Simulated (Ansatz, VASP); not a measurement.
# Ir: VASP beside Ansatz

The input POSCAR:

```
Ir
1.0
    0.0000000000      1.9225767074      1.9225767074
    1.9225767074      0.0000000000      1.9225767074
    1.9225767074      1.9225767074      0.0000000000
Ir
1
Direct
    0.0000000000      0.0000000000      0.0000000000
```

The input INCAR.step1:

```
SYSTEM = Ir
ALGO = Normal
EDIFF = 1E-4
ENCUT = 520
GGA = PE
ISMEAR = -1
ISPIN = 2
LASPH = .TRUE.
LCHARG = .FALSE.
LMAXMIX = 4
LREAL = .FALSE.
LWAVE = .TRUE.
MAGMOM = 1
NBANDS = 14
NELM = 150
PREC = Accurate
SIGMA = 0.1
```

INCAR.step2

```
SYSTEM = Ir
ALGO = Normal
EDIFF = 1E-7
ENCUT = 520
ISIF = 2
ISMEAR = -1
ISPIN = 2
ISTART = 1
LASPH = .TRUE.
LCHARG = .FALSE.
LMAXMIX = 4
LMIXTAU = .TRUE.
LORBIT = 11
LREAL = .FALSE.
LWAVE = .FALSE.
MAGMOM = 1
METAGGA = R2SCAN
NBANDS = 14
NELM = 150
PREC = Accurate
SIGMA = 0.1
```

KPOINTS

```
k-points
0
G
  7 7 7
  0 0 0
```

Input for Ansatz:

```yaml
crystal:
  lattice:
    - [0.0, 1.9225767074, 1.9225767074]
    - [1.9225767074, 0.0, 1.9225767074]
    - [1.9225767074, 1.9225767074, 0.0]
  atoms:
    - { symbol: Ir, position: [0.0, 0.0, 0.0], spin: 1.0 }
hamiltonian:
  xc: r2scan
  pseudopotentials:
    kind: paw
    azcp:
      Ir: "pseudopotentials/Ir.paw.azcp"
basis:
  ecutwfc: 500
  fft_grid_basis: typed
kpoints:
  mp_grid: { grid: [7, 7, 7], shift: [0, 0, 0] }
magnetization:
  spin_polarized: true
scf:
  occupations: { method: fermi_dirac, width: 0.1 }
```

Alike in both runs: task single point; functional r2SCAN; k mesh 7 × 7 × 7; occupations fermi-dirac, width 0.1 eV; collinear spin.

|  | VASP | Ansatz |
| --- | --- | --- |
| version | VASP 6.6.1 | Ansatz 0.2.0 |
| potentials or method | VASP PAW PBE potentials, release 64 (Ir) | plane waves (500 eV) with PAW, scalar-relativistic |
| plane-wave cutoff (eV) | 520 | 500 |
| valence electrons in the cell | 9 | 17 |

|  | VASP | Ansatz | Ansatz less VASP |
| --- | --- | --- | --- |
| net moment per atom (μB) | 0.00 | 0.00 | 0.000 |

The functional is the same, so the differences come from potentials, cutoffs and numerics. The two sets of potentials don't hold the same shells in valence. Ansatz warned: «seeded_moment_not_kept».

Caveats: the k mesh is coarse (spacing up to 0.40 Å⁻¹), so the values aren't converged. Spin-orbit coupling is left out, which matters for the levels of Ir.
